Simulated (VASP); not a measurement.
# Zr: single point with PBEsol

Zr:

```
Zr
1.0
     4.97176    0.00000    0.00000
    -2.48588    4.30567    0.00000
     0.00000    0.00000    3.11103
Zr
3
Direct
  0.66667 0.33333 0.50000
  0.33333 0.66667 0.50000
  0.00000 0.00000 0.00000
```

The cell was built by a generator and needn't be a form met in nature.

The cell isn't the ideal one: relaxed again under DFT PBEsol, scalar-relativistic, plane waves, PAW.

| Property | Result |
| --- | --- |
| Program | VASP 6.6.1 |
| Task | single point |
| Functional | PBEsol |
| Potentials or basis | VASP PAW PBE potentials, release 64 (Zr_sv) |
| Cutoff | 520 eV |
| k mesh | 12 × 12 × 14 |
| Occupations | gaussian, width 0.1 eV |
| Spin | no spin polarisation |

* Pressure: 0.1 GPa
* Band gap on the k mesh: none (metal or under the smearing width)

Levels at points of the mesh, in eV from the Fermi level:
| k point | band 14 | band 15 | band 16 | band 17 | band 18 | band 19 | band 20 | band 21 | band 22 | band 23 |
| --- | --- | --- | --- | --- | --- | --- | --- | --- | --- | --- |
| (0.00, 0.00, 0.00) | -2.49 | -0.48 | -0.48 | -0.43 | -0.43 | -0.18 | 0.86 | 1.67 | 1.67 | 2.28 |
| (0.50, 0.00, 0.00) | -3.12 | -3.00 | -0.66 | -0.64 | -0.51 | -0.01 | 0.72 | 1.11 | 1.77 | 2.45 |
| (0.00, 0.00, 0.50) | -2.63 | -2.13 | -1.96 | -1.96 | -1.34 | 1.23 | 1.23 | 1.72 | 1.72 | 4.43 |
| (0.50, 0.00, 0.50) | -2.39 | -2.03 | -1.56 | -0.83 | -0.47 | 0.28 | 0.94 | 1.32 | 1.49 | 2.98 |

Run time: 2.5 min on 1 thread of Intel(R) Xeon(R) Platinum 8559C (Emerald Rapids) (shared host), peak memory 0.31 GiB.

Caveat: the PAW data sets were made with another functional, which shifts forces and pressure a little.
